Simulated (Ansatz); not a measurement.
ZnCu2SnS4:

```xyz
8
Lattice="-2.7171 2.7171 5.4248 2.7171 -2.7171 5.4248 2.7171 2.7171 -5.4248" Properties=species:S:1:pos:R:3 pbc="T T T"
Sn    0.0000    0.0000    5.4248
Zn    2.7171    0.0000    2.7124
Cu    0.0000    2.7171    2.7124
Cu    0.0000    0.0000    0.0000
S     1.3944    1.3922    4.0338
S    -1.3922    1.3944    6.8158
S     1.3227    1.3249   -1.3910
S     4.1093    1.3227    1.3910
```

Base run:

- Program: Ansatz 0.2.0
- Functional: PBEsol
- Potentials or basis: all-electron LAPW, scalar-relativistic
- Cutoff: 260 eV (chosen from the basis error)
- Basis error allowed: 0.002 eV/atom
- k mesh: 7 × 7 × 7
- Occupations: fermi-dirac, width 0.05 eV
- Spin: no spin polarisation

Its results: band gap on the k mesh 0.23 eV, direct; pressure -1.7 GPa; largest force 0.659 eV/Å.

Q: The run is repeated on the same cell with these changes: functional from PBEsol to PBE. What comes out?

A: Band gap on the k mesh 0.29 eV, direct; pressure 2.1 GPa; largest force 0.614 eV/Å.

PBE binds less tightly than PBEsol, so the same cell stands under more pressure.

Caveats: spin-orbit coupling is left out, which moves the levels of the heavy elements.
